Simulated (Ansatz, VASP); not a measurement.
**Two plane-wave programs on CaF2**

Contents of POSCAR:

```
CaF2
1.0
    0.0000000000      2.7195929737      2.7195929737
    2.7195929737      0.0000000000      2.7195929737
    2.7195929737      2.7195929737      0.0000000000
Ca F
1 2
Direct
    0.0000000000      0.0000000000      0.0000000000
    0.2500000000      0.2500000000      0.2500000000
    0.7500000000      0.7500000000      0.7500000000
```

Contents of INCAR.step1:

```
ALGO     = Normal         # electronic algorithm
EDIFF    = 1E-5           # SCF threshold, eV
ENCUT    = 520            # plane-wave cutoff, eV
GGA      = PE             # functional
ISIF     = 2              # what is computed and relaxed
ISMEAR   = 0              # smearing method
LASPH    = True           # aspherical terms in the spheres
LCHARG   = False          # write CHGCAR
LREAL    = False          # projectors in reciprocal space
LWAVE    = True           # write WAVECAR
NBANDS   = 19             # bands
NELM     = 80             # most SCF steps
PREC     = Accurate       # precision mode
SIGMA    = 0.01           # smearing width, eV
```

File INCAR.step2:

```
ALGO     = Normal         # electronic algorithm
EDIFF    = 1E-7           # SCF threshold, eV
ENCUT    = 520            # plane-wave cutoff, eV
GGA      = PE             # functional
HFSCREEN = 0.2079         # screening, 1/A
ISIF     = 2              # what is computed and relaxed
ISMEAR   = 0              # smearing method
ISTART   = 1            
LASPH    = True           # aspherical terms in the spheres
LCHARG   = False          # write CHGCAR
LHFCALC  = True           # exact exchange
LREAL    = False          # projectors in reciprocal space
LWAVE    = False          # write WAVECAR
NBANDS   = 19             # bands
NELM     = 80             # most SCF steps
PREC     = Accurate       # precision mode
PRECFOCK = Normal       
SIGMA    = 0.01           # smearing width, eV
```

The input KPOINTS:

```
k-points
0
Gamma
  4 4 4
```

Input for Ansatz:

```yaml
crystal:
  lattice:
    - [0.0, 2.7195929737, 2.7195929737]
    - [2.7195929737, 0.0, 2.7195929737]
    - [2.7195929737, 2.7195929737, 0.0]
  atoms:
    - { symbol: Ca, position: [0.0, 0.0, 0.0] }
    - { symbol: F, position: [0.25, 0.25, 0.25] }
    - { symbol: F, position: [0.75, 0.75, 0.75] }
kpoints:
  mp_grid: { grid: [4, 4, 4] }
hamiltonian:
  xc: hse06
scf:
  occupations: { method: fixed }
  n_extra_bands: 4
output:
  forces: true
  stress: true
  eigenvalues: true
  write_density: true
  write_potential: true
  elf: true
  volumetric_format: npy
```

The cell was built by a generator and needn't be a form met in nature.

Alike in both runs: task single point; functional HSE06; k mesh 4 × 4 × 4; no spin polarisation.

|  | VASP | Ansatz |
| --- | --- | --- |
| version | VASP 6.6.1 | Ansatz 0.2.0 |
| potentials or method | VASP PAW PBE potentials, release 64 (Ca_sv, F) | plane waves, PAW |
| plane-wave cutoff (eV) | 520 | 420 |
| occupations | gaussian, width 0.01 eV | fixed |
| valence electrons in the cell | 24 | 24 |

|  | VASP | Ansatz | Ansatz less VASP |
| --- | --- | --- | --- |
| gap on the k mesh at the Fermi level (eV) | 9.42 | 9.45 | +0.031 |
| pressure (GPa) | 1.8 | 1.4 | -0.48 |

Ansatz warned: «stress_exchange_threshold_loose».

Caveats: the k mesh is coarse (spacing up to 0.50 Å⁻¹), so the values aren't converged, least of all with exact exchange; the PAW data sets were made with another functional, which shifts forces and pressure a little (VASP). A k mesh can miss the band edges.
